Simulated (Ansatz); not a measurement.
# AlN: elastic constants

Aim: the elastic tensor from the stress of slightly strained cells, and the moduli that follow. Runs: reference run (LAPW); at 2 GPa (LAPW). Companion runs by PAW are cited.

Program: Ansatz 0.2.0. Level of theory: DFT LDA, all-electron LAPW, scalar-relativistic unless said. These are calculated values, not measurements.

2 further runs of the same task are left out: 2 set aside as unsound or not needed.

## 1. The starting structure

The structure is cubic, space group F-43m (No. 216). The conventional cell has a = 4.342 Å, b = 4.342 Å, c = 4.342 Å, α = 90.00°, β = 90.00°, γ = 90.00°. Around Al (site symmetry -43m) lie 4 N at 1.88 Å. N (site symmetry -43m) is surrounded by 4 Al at 1.88 Å.

Structure file:

```cif
data_structure
_symmetry_space_group_name_H-M 'P 1'
_symmetry_Int_Tables_number 1
_cell_length_a 3.0705
_cell_length_b 3.0705
_cell_length_c 3.0705
_cell_angle_alpha 60.000
_cell_angle_beta 60.000
_cell_angle_gamma 60.000
_cell_volume 20.47
loop_
_atom_site_label
_atom_site_type_symbol
_atom_site_fract_x
_atom_site_fract_y
_atom_site_fract_z
_atom_site_occupancy
Al1 Al 0.00000 0.00000 0.00000 1
N1 N 0.25000 0.25000 0.25000 1
```

Cartesian axes are those of the input's lattice vectors. The structure goes back to a database entry.

## 2. Reference run, LAPW

The input, input.yaml:

```yaml
crystal:
  lattice:
    - [0.0, 2.17114769298, 2.17114769298]
    - [2.17114769298, 0.0, 2.17114769298]
    - [2.17114769298, 2.17114769298, 0.0]
  atoms:
    - { symbol: Al, position: [0.0, 0.0, 0.0] }
    - { symbol: "N", position: [0.25, 0.25, 0.25] }
kpoints:
  mp_grid: { grid: [8, 8, 8] }
scf:
  occupations: { method: fixed }
hamiltonian:
  xc: lda
  pseudopotentials: { kind: all_electron, lapw: { basis_error: 0.001 } }
elastic:
  mode: relaxed_ion
  stencil: two_point
  amplitude: 0.008
```

Run with:

```console
> ansatz run input.yaml --threads 1 --pin off --max-ram 2560MiB --backend cpu --events-out ev --progress --plain --runs-dir out
```

Output:

```text
LAPW: plane waves up to 10.366 Å⁻¹, error target 1.0e-3 eV per atom; small_component_spin mean_spin; N in spheres of 0.871 Å, 7 of its electrons in bands, Dirac shells []; Al in spheres of 0.953 Å, 11 of its electrons in bands, Dirac shells [] (how accurate: hamiltonian.pseudopotentials.lapw.basis_error, Limitations)
Engine: ansatz 0.2.0
Pseudopotentials: kind: all_electron
Pseudopotential: Al, LAPW, valence charge 11, lapw/all_electron/scalar/gaussian/Al, Koelling and Harmon's equation, gaussian nucleus
Pseudopotential: N, LAPW, valence charge 7, lapw/all_electron/scalar/gaussian/N, Koelling and Harmon's equation, gaussian nucleus
Functional definition: SPW92
  exchange = slater_x
  correlation = pw_c
davidson cushion auto → on  (no smearing: the cushion is to keep the highest requested band from converging to the state above it; pin scf.eigensolver.cushion to override)
Crystal: 2 atoms, lattice volume = 20.469 Å³
Basis set: ecut = 409.3651187314909 eV, 387 PW (Γ), exchange–correlation at level 2
Bands: 13, of which v1, the nominal top of the filled ones, is band 9 counted from 1 (8 counted from 0)
Symmetry: 24 space group operations
Space group: F-43m (ITA 216), of the structure as read, at distance tolerance 2.7e-5 Å
k-points: 29 of 512 (time reversal used)
Non-local potential: Al, projectors of the file, none
Non-local potential: N, projectors of the file, none
Initial density: superposition of atomic densities (chi_scale 0.1, normalization cell, long waves kept (reshape's long-wave potential 0.00 eV rms))
Initial wavefunctions: plane waves of lowest kinetic energy (no species holds an atomic orbital)
Functional: x = slater, c = lda
iter 1 solved again at ethr=3.33e-2 eV; its pass at ethr=1.00e-1 eV (dr2=5.99e0 eV) is discarded
SCF iter   1: F=—  HF=-8068.610603 eV  |F-HF|=—  |Δ(HF+E_count)|=         —  Δρ=1.57e-1  dr2=6.00e0  ethr=3.33e-2  ⟨swp⟩=2.0  Hψ=2541  notcnv=0
preconditioner: auto → none  [insulator: Δε(μ)=6.266 eV  Ē_g=17.090 eV  n_scr=8 (ndim 8)  ℏωp=23.2 eV  f_vac=0.000  ε∞_Penn≈2.8]
iter 2 solved again at ethr=2.14e-3 eV; its pass at ethr=3.33e-2 eV (dr2=3.85e-1 eV) is discarded
SCF iter   2: F=—  HF=-8066.483039 eV  |F-HF|=—  |Δ(HF+E_count)|=    2.13e0  Δρ=5.28e-2  dr2=3.86e-1  ethr=2.14e-3  ⟨swp⟩=2.0  Hψ=2063  notcnv=0
SCF iter   3: F=—  HF=-8066.097302 eV  |F-HF|=—  |Δ(HF+E_count)|=   3.86e-1  Δρ=1.75e-2  dr2=5.00e-2  ethr=2.14e-3  ⟨swp⟩=3.0  Hψ=1230  notcnv=0
SCF iter   4: F=—  HF=-8066.079825 eV  |F-HF|=—  |Δ(HF+E_count)|=         —  Δρ=9.36e-4  dr2=2.02e-4  ethr=2.78e-4  ⟨swp⟩=2.0  Hψ=1131  notcnv=0
the basis was enlarged: its passes take 53.0 KiB over the memory plan, 1 of 1 planned eigensolver slots
SCF iter   5: F=—  HF=-8066.079578 eV  |F-HF|=—  |Δ(HF+E_count)|=   2.46e-4  Δρ=3.52e-4  dr2=3.10e-5  ethr=1.12e-6  ⟨swp⟩=2.9  Hψ=1180  notcnv=0
SCF iter   6: F=—  HF=-8066.079555 eV  |F-HF|=—  |Δ(HF+E_count)|=   2.36e-5  Δρ=8.20e-5  dr2=5.51e-7  ethr=1.72e-7  ⟨swp⟩=2.2  Hψ=1136  notcnv=0
SCF iter   7: F=—  HF=-8066.079554 eV  |F-HF|=—  |Δ(HF+E_count)|=   4.61e-7  Δρ=7.05e-6  dr2=5.29e-9  ethr=3.06e-9  ⟨swp⟩=2.8  Hψ=1154  notcnv=0
SCF iter   8: F=—  HF=-8066.079554 eV  |F-HF|=—  |Δ(HF+E_count)|=  3.57e-10  Δρ=4.32e-7  dr2=1.54e-11  ethr=2.94e-11  ⟨swp⟩=3.0  Hψ=1206  notcnv=0
SCF iter   9: F=-8066.079554 eV  HF=-8066.079554 eV  |F-HF|=2.73e-12  |Δ(HF+E_count)|=    0.00e0  Δρ=1.36e-8  dr2=1.47e-14  ethr=3.13e-12 (applied; sched 1.00e-12)  ⟨swp⟩=2.0  Hψ=1131  notcnv=0
SCF 1 converged in 9 iterations: F = -8066.079554 eV  dr2 = 1.47e-14
Crystal: 2 atoms, lattice volume = 20.305 Å³
Basis set: ecut = 411.56305883735905 eV, 387 PW (Γ), exchange–correlation at level 2
Symmetry: 8 space group operations
k-points: 59 of 512 (time reversal used)
Initial density: handed on by an earlier stage of this run
Initial wavefunctions: plane waves of lowest kinetic energy (no species holds an atomic orbital; no wavefunctions were taken with the density)
iter 1 solved again at ethr=6.86e-7 eV; its pass at ethr=1.00e-1 eV (dr2=1.23e-4 eV) is discarded
SCF iter   1: F=—  HF=-8066.078357 eV  |F-HF|=—  |Δ(HF+E_count)|=         —  Δρ=7.90e-4  dr2=1.25e-4  ethr=6.86e-7  ⟨swp⟩=4.1  Hψ=6433  notcnv=0
preconditioner: auto → none  [insulator: Δε(μ)=3.212 eV  Ē_g=15.474 eV  n_scr=8 (ndim 8)  ℏωp=23.3 eV  f_vac=0.000  ε∞_Penn≈3.3]
SCF iter   2: F=—  HF=-8066.078321 eV  |F-HF|=—  |Δ(HF+E_count)|=   3.68e-5  Δρ=3.61e-4  dr2=2.32e-5  ethr=6.86e-7  ⟨swp⟩=2.6  Hψ=2344  notcnv=0
SCF iter   3: F=—  HF=-8066.078315 eV  |F-HF|=—  |Δ(HF+E_count)|=   5.13e-6  Δρ=1.68e-4  dr2=4.64e-6  ethr=1.29e-7  ⟨swp⟩=2.1  Hψ=2305  notcnv=0
iter 4 solved again at ethr=1.74e-9 eV; its pass at ethr=2.58e-8 eV (dr2=3.14e-7 eV) is discarded
SCF iter   4: F=—  HF=-8066.078315 eV  |F-HF|=—  |Δ(HF+E_count)|=   4.79e-7  Δρ=4.69e-5  dr2=3.13e-7  ethr=1.74e-9  ⟨swp⟩=2.0  Hψ=4071  notcnv=0
SCF iter   5: F=—  HF=-8066.078315 eV  |F-HF|=—  |Δ(HF+E_count)|=   5.34e-9  Δρ=7.47e-6  dr2=6.05e-9  ethr=1.74e-9  ⟨swp⟩=2.0  Hψ=2301  notcnv=0
SCF iter   6: F=—  HF=-8066.078315 eV  |F-HF|=—  |Δ(HF+E_count)|=   1.12e-9  Δρ=5.09e-7  dr2=2.60e-11  ethr=3.36e-11  ⟨swp⟩=2.4  Hψ=2323  notcnv=0
SCF iter   7: F=-8066.078315 eV  HF=-8066.078315 eV  |F-HF|=2.73e-12  |Δ(HF+E_count)|=  3.64e-12  Δρ=2.73e-8  dr2=6.25e-14  ethr=3.13e-12 (applied; sched 1.00e-12)  ⟨swp⟩=2.0  Hψ=2301  notcnv=0
SCF 2 converged in 7 iterations: F = -8066.078315 eV  dr2 = 6.25e-14
Crystal: 2 atoms, lattice volume = 20.633 Å³
Basis set: ecut = 407.19629055220554 eV, 387 PW (Γ), exchange–correlation at level 2
iter 1 solved again at ethr=7.26e-7 eV; its pass at ethr=1.00e-1 eV (dr2=1.31e-4 eV) is discarded
SCF iter   1: F=—  HF=-8066.078382 eV  |F-HF|=—  |Δ(HF+E_count)|=         —  Δρ=7.77e-4  dr2=1.26e-4  ethr=7.26e-7  ⟨swp⟩=4.0  Hψ=6423  notcnv=0
preconditioner: auto → none  [insulator: Δε(μ)=3.209 eV  Ē_g=15.309 eV  n_scr=8 (ndim 8)  ℏωp=23.1 eV  f_vac=0.000  ε∞_Penn≈3.3]
SCF iter   2: F=—  HF=-8066.078344 eV  |F-HF|=—  |Δ(HF+E_count)|=   3.74e-5  Δρ=3.56e-4  dr2=2.37e-5  ethr=6.98e-7  ⟨swp⟩=2.6  Hψ=2341  notcnv=0
SCF iter   3: F=—  HF=-8066.078339 eV  |F-HF|=—  |Δ(HF+E_count)|=   5.43e-6  Δρ=1.65e-4  dr2=4.71e-6  ethr=1.32e-7  ⟨swp⟩=2.1  Hψ=2307  notcnv=0
iter 4 solved again at ethr=1.53e-9 eV; its pass at ethr=2.62e-8 eV (dr2=2.76e-7 eV) is discarded
SCF iter   4: F=—  HF=-8066.078338 eV  |F-HF|=—  |Δ(HF+E_count)|=   5.29e-7  Δρ=4.38e-5  dr2=2.76e-7  ethr=1.53e-9  ⟨swp⟩=2.0  Hψ=4071  notcnv=0
SCF iter   5: F=—  HF=-8066.078338 eV  |F-HF|=—  |Δ(HF+E_count)|=   3.83e-9  Δρ=6.80e-6  dr2=4.87e-9  ethr=1.53e-9  ⟨swp⟩=2.0  Hψ=2301  notcnv=0
SCF iter   6: F=—  HF=-8066.078338 eV  |F-HF|=—  |Δ(HF+E_count)|=   2.04e-9  Δρ=4.41e-7  dr2=1.90e-11  ethr=2.71e-11  ⟨swp⟩=2.5  Hψ=2334  notcnv=0
SCF iter   7: F=-8066.078338 eV  HF=-8066.078338 eV  |F-HF|=0.00e0  |Δ(HF+E_count)|=  3.64e-11  Δρ=2.47e-8  dr2=5.08e-14  ethr=3.13e-12 (applied; sched 1.00e-12)  ⟨swp⟩=2.0  Hψ=2301  notcnv=0
SCF 3 converged in 7 iterations: F = -8066.078338 eV  dr2 = 5.08e-14
Basis set: ecut = 409.36948535097906 eV, 387 PW (Γ), exchange–correlation at level 2
Symmetry: 4 space group operations
k-points: 95 of 512 (time reversal used)
iter 1 solved again at ethr=1.37e-6 eV; its pass at ethr=1.00e-1 eV (dr2=2.47e-4 eV) is discarded
SCF iter   1: F=—  HF=-8066.078729 eV  |F-HF|=—  |Δ(HF+E_count)|=         —  Δρ=1.10e-3  dr2=2.45e-4  ethr=1.37e-6  ⟨swp⟩=4.1  Hψ=10220  notcnv=0
preconditioner: auto → none  [insulator: Δε(μ)=3.229 eV  Ē_g=15.392 eV  n_scr=8 (ndim 8)  ℏωp=23.2 eV  f_vac=0.000  ε∞_Penn≈3.3]
iter 2 solved again at ethr=1.33e-7 eV; its pass at ethr=1.36e-6 eV (dr2=2.40e-5 eV) is discarded
SCF iter   2: F=—  HF=-8066.078611 eV  |F-HF|=—  |Δ(HF+E_count)|=   1.18e-4  Δρ=3.52e-4  dr2=2.39e-5  ethr=1.33e-7  ⟨swp⟩=2.0  Hψ=6572  notcnv=0
SCF iter   3: F=—  HF=-8066.078600 eV  |F-HF|=—  |Δ(HF+E_count)|=   1.08e-5  Δρ=3.86e-5  dr2=1.73e-7  ethr=1.33e-7  ⟨swp⟩=3.0  Hψ=3956  notcnv=0
SCF iter   4: F=—  HF=-8066.078600 eV  |F-HF|=—  |Δ(HF+E_count)|=   3.09e-8  Δρ=1.15e-5  dr2=2.04e-8  ethr=9.61e-10  ⟨swp⟩=3.0  Hψ=4280  notcnv=0
SCF iter   5: F=—  HF=-8066.078600 eV  |F-HF|=—  |Δ(HF+E_count)|=   5.31e-9  Δρ=4.85e-6  dr2=2.60e-9  ethr=1.13e-10  ⟨swp⟩=3.0  Hψ=4041  notcnv=0
SCF iter   6: F=—  HF=-8066.078600 eV  |F-HF|=—  |Δ(HF+E_count)|=  1.23e-10  Δρ=1.29e-6  dr2=1.53e-10  ethr=1.44e-11  ⟨swp⟩=2.0  Hψ=3706  notcnv=0
SCF iter   7: F=—  HF=-8066.078600 eV  |F-HF|=—  |Δ(HF+E_count)|=  2.73e-12  Δρ=1.62e-7  dr2=2.28e-12  ethr=3.13e-12 (applied; sched 1.00e-12)  ⟨swp⟩=2.0  Hψ=3705  notcnv=0
SCF iter   8: F=-8066.078600 eV  HF=-8066.078600 eV  |F-HF|=9.09e-13  |Δ(HF+E_count)|=  9.09e-12  Δρ=1.00e-8  dr2=8.93e-15  ethr=3.13e-12 (applied; sched 1.00e-12)  ⟨swp⟩=2.0  Hψ=3705  notcnv=0
SCF 4 converged in 8 iterations: F = -8066.078600 eV  dr2 = 8.93e-15
relax step   1: F+E_penalty+E_count = -8066.07860047 eV  Δ(F+E_penalty+E_count) = +0.000e0 eV  max|allowed force component| = 7.517e-2 eV/Å  Δτ_max = 0.0000 Å  (8 SCF iters, accepted)
Initial wavefunctions: those handed on with the density
iter 1 solved again at ethr=7.90e-9 eV; its pass at ethr=1.00e-1 eV (dr2=1.42e-6 eV) is discarded
SCF iter   1: F=—  HF=-8066.078695 eV  |F-HF|=—  |Δ(HF+E_count)|=         —  Δρ=1.78e-4  dr2=6.65e-6  ethr=7.90e-9  ⟨swp⟩=4.8  Hψ=7522  notcnv=0
eigensolver tolerance schedule calibrated: the retry pair's looser diagonalisation under-reported the residual by θ = 0.79 (0.11/decade); ethr = c·dr2/N_el runs at the constant in force after the calibration composes with the one it found (an armed cap, an earlier calibration), c = 8.2e-2
preconditioner: auto → none  [insulator: Δε(μ)=3.216 eV  Ē_g=15.392 eV  n_scr=8 (ndim 8)  ℏωp=23.2 eV  f_vac=0.000  ε∞_Penn≈3.3]
SCF iter   2: F=—  HF=-8066.078692 eV  |F-HF|=—  |Δ(HF+E_count)|=   3.07e-6  Δρ=5.77e-5  dr2=5.27e-7  ethr=7.90e-9  ⟨swp⟩=3.0  Hψ=4376  notcnv=0
iter 3 solved again at ethr=6.33e-11 eV; its pass at ethr=2.39e-9 eV (dr2=1.40e-8 eV) is discarded
SCF iter   3: F=—  HF=-8066.078692 eV  |F-HF|=—  |Δ(HF+E_count)|=   1.71e-7  Δρ=1.27e-5  dr2=1.40e-8  ethr=6.33e-11  ⟨swp⟩=2.2  Hψ=6880  notcnv=0
SCF iter   4: F=—  HF=-8066.078692 eV  |F-HF|=—  |Δ(HF+E_count)|=   1.92e-9  Δρ=3.38e-6  dr2=2.37e-9  ethr=6.33e-11  ⟨swp⟩=2.2  Hψ=3725  notcnv=0
SCF iter   5: F=—  HF=-8066.078692 eV  |F-HF|=—  |Δ(HF+E_count)|=   1.54e-9  Δρ=5.24e-7  dr2=3.00e-11  ethr=1.07e-11  ⟨swp⟩=3.0  Hψ=3924  notcnv=0
SCF iter   6: F=—  HF=-8066.078692 eV  |F-HF|=—  |Δ(HF+E_count)|=  2.73e-12  Δρ=4.20e-8  dr2=1.15e-13  ethr=3.13e-12 (applied; sched 1.00e-12)  ⟨swp⟩=2.0  Hψ=3705  notcnv=0
SCF iter   7: F=-8066.078692 eV  HF=-8066.078692 eV  |F-HF|=0.00e0  |Δ(HF+E_count)|=  9.09e-13  Δρ=2.96e-9  dr2=7.52e-16  ethr=3.13e-12 (applied; sched 1.00e-12)  ⟨swp⟩=2.0  Hψ=3705  notcnv=0
SCF 5 converged in 7 iterations: F = -8066.078692 eV  dr2 = 7.52e-16
relax step   2: F+E_penalty+E_count = -8066.07869179 eV  Δ(F+E_penalty+E_count) = -9.132e-5 eV  max|allowed force component| = 5.384e-2 eV/Å  Δτ_max = 0.0007 Å  (7 SCF iters, accepted)
SCF iter   1: F=—  HF=-8066.078809 eV  |F-HF|=—  |Δ(HF+E_count)|=         —  Δρ=4.49e-4  dr2=4.23e-5  ethr=2.35e-6  ⟨swp⟩=3.4  Hψ=4788  notcnv=0
preconditioner: auto → none  [insulator: Δε(μ)=3.204 eV  Ē_g=15.392 eV  n_scr=8 (ndim 8)  ℏωp=23.2 eV  f_vac=0.000  ε∞_Penn≈3.3]
iter 2 solved again at ethr=1.89e-8 eV; its pass at ethr=2.35e-7 eV (dr2=3.40e-6 eV) is discarded
SCF iter   2: F=—  HF=-8066.078789 eV  |F-HF|=—  |Δ(HF+E_count)|=   1.95e-5  Δρ=1.46e-4  dr2=3.38e-6  ethr=1.89e-8  ⟨swp⟩=2.0  Hψ=6640  notcnv=0
SCF iter   3: F=—  HF=-8066.078788 eV  |F-HF|=—  |Δ(HF+E_count)|=   1.09e-6  Δρ=3.17e-5  dr2=8.60e-8  ethr=1.88e-8  ⟨swp⟩=3.0  Hψ=3900  notcnv=0
SCF iter   4: F=—  HF=-8066.078788 eV  |F-HF|=—  |Δ(HF+E_count)|=   9.22e-9  Δρ=6.81e-6  dr2=9.52e-9  ethr=4.78e-10  ⟨swp⟩=2.3  Hψ=3745  notcnv=0
SCF iter   5: F=—  HF=-8066.078788 eV  |F-HF|=—  |Δ(HF+E_count)|=   5.65e-9  Δρ=1.26e-6  dr2=1.81e-10  ethr=5.29e-11  ⟨swp⟩=3.0  Hψ=3875  notcnv=0
SCF iter   6: F=—  HF=-8066.078788 eV  |F-HF|=—  |Δ(HF+E_count)|=  5.28e-11  Δρ=1.37e-7  dr2=1.42e-12  ethr=3.13e-12 (applied; sched 1.00e-12)  ⟨swp⟩=2.0  Hψ=3705  notcnv=0
SCF iter   7: F=-8066.078788 eV  HF=-8066.078788 eV  |F-HF|=1.82e-12  |Δ(HF+E_count)|=  1.82e-12  Δρ=1.16e-8  dr2=1.07e-14  ethr=3.13e-12 (applied; sched 1.00e-12)  ⟨swp⟩=2.0  Hψ=3705  notcnv=0
SCF 6 converged in 7 iterations: F = -8066.078788 eV  dr2 = 1.07e-14
relax step   3: F+E_penalty+E_count = -8066.07878802 eV  Δ(F+E_penalty+E_count) = -9.622e-5 eV  max|allowed force component| = 8.468e-6 eV/Å  Δτ_max = 0.0018 Å  (7 SCF iters, accepted)
[... 16 lines left out ...]
relax step   1: F+E_penalty+E_count = -8066.07860047 eV  Δ(F+E_penalty+E_count) = +0.000e0 eV  max|allowed force component| = 7.517e-2 eV/Å  Δτ_max = 0.0000 Å  (8 SCF iters, accepted)
iter 1 solved again at ethr=7.86e-8 eV; its pass at ethr=1.00e-1 eV (dr2=1.42e-5 eV) is discarded
SCF iter   1: F=—  HF=-8066.078828 eV  |F-HF|=—  |Δ(HF+E_count)|=         —  Δρ=6.27e-4  dr2=8.26e-5  ethr=7.86e-8  ⟨swp⟩=4.9  Hψ=7554  notcnv=0
eigensolver tolerance schedule calibrated: the retry pair's looser diagonalisation under-reported the residual by θ = 0.83 (0.14/decade); ethr = c·dr2/N_el runs at the constant in force after the calibration composes with the one it found (an armed cap, an earlier calibration), c = 5.4e-2
SCF iter   2: F=—  HF=-8066.078790 eV  |F-HF|=—  |Δ(HF+E_count)|=   3.82e-5  Δρ=2.03e-4  dr2=6.54e-6  ethr=7.86e-8  ⟨swp⟩=3.0  Hψ=4400  notcnv=0
iter 3 solved again at ethr=5.14e-10 eV; its pass at ethr=1.97e-8 eV (dr2=1.71e-7 eV) is discarded
SCF iter   3: F=—  HF=-8066.078788 eV  |F-HF|=—  |Δ(HF+E_count)|=   2.12e-6  Δρ=4.46e-5  dr2=1.71e-7  ethr=5.14e-10  ⟨swp⟩=2.1  Hψ=7177  notcnv=0
SCF iter   4: F=—  HF=-8066.078788 eV  |F-HF|=—  |Δ(HF+E_count)|=   1.70e-8  Δρ=1.00e-5  dr2=2.08e-8  ethr=5.14e-10  ⟨swp⟩=2.3  Hψ=3741  notcnv=0
SCF iter   5: F=—  HF=-8066.078788 eV  |F-HF|=—  |Δ(HF+E_count)|=   1.20e-8  Δρ=1.81e-6  dr2=3.64e-10  ethr=6.26e-11  ⟨swp⟩=3.0  Hψ=4137  notcnv=0
SCF iter   6: F=—  HF=-8066.078788 eV  |F-HF|=—  |Δ(HF+E_count)|=  1.10e-10  Δρ=1.61e-7  dr2=1.74e-12  ethr=3.21e-12 (applied; sched 1.10e-12)  ⟨swp⟩=2.0  Hψ=3709  notcnv=0
SCF iter   7: F=-8066.078788 eV  HF=-8066.078788 eV  |F-HF|=9.09e-12  |Δ(HF+E_count)|=  2.73e-12  Δρ=1.08e-8  dr2=9.60e-15  ethr=3.13e-12 (applied; sched 1.00e-12)  ⟨swp⟩=2.0  Hψ=3705  notcnv=0
SCF 9 converged in 7 iterations: F = -8066.078788 eV  dr2 = 9.60e-15
relax step   2: F+E_penalty+E_count = -8066.07878802 eV  Δ(F+E_penalty+E_count) = -1.875e-4 eV  max|allowed force component| = 3.695e-6 eV/Å  Δτ_max = 0.0025 Å  (7 SCF iters, accepted)
iter 1 solved again at ethr=1.00e-12 eV; its pass at ethr=1.00e-1 eV (dr2=9.58e-15 eV) is discarded
SCF iter   1: F=—  HF=-8066.078788 eV  |F-HF|=—  |Δ(HF+E_count)|=         —  Δρ=1.08e-8  dr2=9.49e-15  ethr=2.41e-12 (applied; sched 1.00e-12)  ⟨swp⟩=2.0  Hψ=5320  notcnv=0
SCF iter   2: F=-8066.078788 eV  HF=-8066.078788 eV  |F-HF|=6.37e-12  |Δ(HF+E_count)|=  3.22e-10  Δρ=5.49e-9  dr2=2.14e-15  ethr=3.13e-12 (applied; sched 1.00e-12)  ⟨swp⟩=2.0  Hψ=3705  notcnv=0
SCF 10 converged in 2 iterations: F = -8066.078788 eV  dr2 = 2.14e-15
SCF converged after 9 iterations
Free energy (F): -8066.079554 eV
Harris-Foulkes:  -8066.079554 eV  (|F-HF|=2.73e-12)
Internal energy: -8066.079554 eV  (E = F + TS)
E sigma→0 (E₀):  -8066.079554 eV
Fermi energy:    8.430916 eV
--- Per-component energies (eV) ---
  E_band       = -1197.032949
  E_kinetic    = 8065.751830
  E_xc         = -661.593171
  E_electrostatic = -15470.238213  (all electrons and nuclei)
  E_smearing   = -0.000000  (= −TS)
  E_closure    = 0.000000  (closes the sum)
  E_atoms      = -8049.684938  (free atoms, spherical and without spin; not in F)
  Σ components = -8066.079554   (vs F -8066.079554, Δ=0.00e0)
  Basis errors (estimates in eV, not in F): energy 4.5e-4 per atom: plane waves 4.3e-4 (2.7e-4 summed), levels above the bands 0.0e0, relativity 1.0e-8, radial functions 2.1e-5, core shells 1.4e-11; eigenvalues (radial functions only) 1.8e-6; not estimated: angular momenta, meshes, grids; target (lapw.basis_error) 1.0e-3; muffin-tin radii N 0.871 Å, Al 0.953 Å
--- Forces (eV/Å), atoms counted from 1 ---
  atom   1  Al     0.00000000    -0.00000000     0.00000000
  atom   2  N     -0.00000000     0.00000000     0.00000000
  max |Σ_I F_I| component: 4.63e-17 eV/Å
--- Stress (GPa, compression-positive) ---
        0.009402      -0.000000      -0.000000
       -0.000000       0.009402       0.000000
       -0.000000       0.000000       0.009402
  P = ⅓ Tr σ = 0.0094 GPa (0.094 kbar)
--- Band table (eV; the first three rows and the last of 29) ---
  k-point 0: bands = ["-361.5847", "-90.9641", "-53.1613", "-53.1613", "-53.1613", "-6.5016", "8.4309", "8.4309", "8.4309", "12.8170", "20.9397", "20.9397", "20.9397"]
  k-point 1: bands = ["-361.5847", "-90.9639", "-53.1630", "-53.1615", "-53.1615", "-6.2642", "7.2544", "8.3508", "8.3508", "13.7297", "20.3749", "21.1139", "21.1139"]
  k-point 2: bands = ["-361.5847", "-90.9635", "-53.1672", "-53.1622", "-53.1622", "-5.6095", "5.1411", "8.1706", "8.1706", "15.0035", "19.3833", "20.7043", "20.7043"]
  k-point 28: bands = ["-361.5847", "-90.9626", "-53.1700", "-53.1687", "-53.1660", "-3.5863", "4.5838", "4.8942", "5.6642", "14.4394", "19.7817", "20.4308", "20.6449"]
--- Elastic constants: 2 strain directions × 2 members + reference (group order 24) ---
  dense FFT box of the reference and of every strained cell: 24×24×24
  strains applied: 11, 23; error gains: componentwise 1.00 (the most a stress slope's error grows in a printed constant), spectral 1.73 (1 for all six strains in a standard setting)
  C = ∂σ_k/∂η_j (tension-positive GPa; Voigt order 11 22 33 23 13 12):
       300.316    165.550    165.550      0.000      0.000      0.000
       165.550    300.316    165.550      0.000      0.000     -0.000
       165.550    165.550    300.316      0.000     -0.000      0.000
         0.000      0.000     -0.000    187.477      0.000      0.000
         0.000      0.000      0.000     -0.000    187.477      0.000
         0.000     -0.000      0.000     -0.000      0.000    187.477
  reference stress σ⁰ (GPa):     -0.009     -0.009     -0.009      0.000      0.000      0.000
  no Pulay correction (none for the plane-wave cutoff is built on LAPW): the batch's stresses and constants are at fixed plane waves
  C* (energy form; C + prestress term) asymmetry max|C*_kj − C*_jk| = 2.842e-14 GPa — a small one proves nothing (zero by symmetry where the batch's group is 432, −43m or m−3m); a large one is finite-difference/SCF noise where every solve meets its electron count
  moduli (Voigt/Reuss/Hill, GPa): K = 210.47/210.47/210.47   G = 139.44/109.45/124.44   E = 311.87   ν = 0.253
  mechanically stable: yes (min eigenvalue of sym C = 134.77 GPa)
  where every solve meets its electron count the energy-path curvature estimates C_jj along a normal strain and C_jj − ¼(σ⁰_aa + σ⁰_bb) along a shear (ab), closely only under elastic.basis: deformed
  strain η (Voigt 11):  stress-route row diagonal C_11 = 300.32 GPa, energy-path curvature d²(F+E_count)/dδ²/Ω₀ = 300.33 GPa
         δ    σ_11 (GPa)             F (eV)   n_scf  n_hpsi   n_pw
    -8.000e-3      -2.4186       -8066.0783149       7   22365    396   relax 0 steps, max|allowed force component| 1.11e-16 eV/Å
     8.000e-3       2.3865       -8066.0783384       7   22365    396   relax 0 steps, max|allowed force component| 8.33e-17 eV/Å
  strain η (Voigt 23):  stress-route row diagonal C_44 = 187.48 GPa, energy-path curvature d²(F+E_count)/dδ²/Ω₀ = 187.48 GPa
         δ    σ_23 (GPa)             F (eV)   n_scf  n_hpsi   n_pw
    -8.000e-3      -1.4998       -8066.0787880       2    9489    396   relax 3 steps, max|allowed force component| 8.47e-6 eV/Å
     8.000e-3       1.4998       -8066.0787880       2    9488    396   relax 2 steps, max|allowed force component| 3.69e-6 eV/Å
```

It took 2.1 min on 1 thread of Arm Neoverse V1, shared host; peak memory 0.34 GiB.

C in GPa (Voigt order xx, yy, zz, yz, xz, xy):

```
300.3 165.6 165.6   0.0   0.0   0.0
165.6 300.3 165.6   0.0   0.0   0.0
165.6 165.6 300.3   0.0   0.0   0.0
  0.0   0.0   0.0 187.5   0.0   0.0
  0.0   0.0   0.0   0.0 187.5   0.0
  0.0   0.0   0.0   0.0   0.0 187.5
```

(Part 1 of 2 ends here.)
